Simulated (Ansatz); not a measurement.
# Ti: how the settings move a single-point run

Question: which choices in the input matter for Ti?

Method: reference: DFT, PBE, all-electron LAPW, scalar-relativistic, in Ansatz 0.2.0.

1 further run of the same task is left out (it didn't finish). Runs told in other sessions of the task aren't counted.

### 1 Starting point

It takes space group P-1 (No. 2, triclinic). Conventional cell: a = 2.925 Å, b = 2.950 Å, c = 4.686 Å, α = 88.86°, β = 88.43°, γ = 60.86°. Ti (site symmetry 1) is surrounded by 12 Ti at 2.85 to 2.98 Å.

Cell or atoms stand a little off a more symmetric structure (P6_3/mmc at a tolerance of 0.3 Å), so results at this geometry aren't those of that ideal crystal.

Coordinates:

```
CELL_PARAMETERS angstrom
2.95000 -0.02950 -0.02950
-1.50055 2.56952 -0.01080
-0.04686 -0.04686 4.68600
ATOMIC_POSITIONS crystal
Ti 0.33333 0.66667 0.25000
Ti 0.66667 0.33333 0.75000
```

### 2 The reference run

Contents of input.yaml:

```yaml
crystal:
  lattice:
    - [2.9499978604, -0.0294999786, -0.0294999786]
    - [-1.5005466611, 2.5695230775, -0.0107977416]
    - [-0.04686, -0.04686, 4.686]
  atoms:
    - { symbol: Ti, position: [0.3333333333, 0.6666666667, 0.25] }
    - { symbol: Ti, position: [0.6666666667, 0.3333333333, 0.75] }
kpoints:
  mp_grid: { grid: [13, 13, 7] }
scf:
  occupations: { method: fermi_dirac, width: 0.08 }
hamiltonian:
  xc: pbe
  pseudopotentials: { kind: all_electron, lapw: { basis_error: 0.0005 } }
output:
  forces: true
  stress: true
  eigenvalues: true
```

The run is started by

```console
$ ansatz run input.yaml --threads 1 --pin off --max-ram 2048MiB --backend cpu --events-out ev --progress --plain --runs-dir out
```

### 3 Variant: xc_grid 3

input.yaml: that of step 2 with these lines changed.

```diff
@@ -19 +19,3 @@
   eigenvalues: true
+basis:
+  xc_grid: 3
```

Before running it: what results should come out? Wanted: for each run, ending; energy change; pressure; gap; force.

As calculated:

| run | ending | energy change | pressure (GPa) | gap (eV) | force (eV/Å) | cycles | time |
| --- | --- | --- | --- | --- | --- | --- | --- |
| reference | converged | 0 | -1.5 | 0.00 | 0.06 | 7 | 78 s |
| 1: xc_grid 3 | converged | 0.0 meV/atom | -1.5 | 0.00 | 0.06 | 7 | 77 s |

Residual by cycle in the longest SCF loop of each run; runs are numbered as in the table. The quantity is the density residual dr2, in eV.

| cycle | reference | run 1 |
| --- | --- | --- |
| 1 | 0.19 | 0.19 |
| 2 | 0.031 | 0.031 |
| 3 | 0.0119 | 0.0119 |
| 4 | 1.3e-4 | 1.3e-4 |
| 5 | 3.0e-6 | 3.0e-6 |
| 6 | 1.1e-6 | 1.1e-6 |
| 7 | 2.6e-8 | 2.6e-8 |

The changed input (numerical grids) leaves the energy the same to the digits printed.
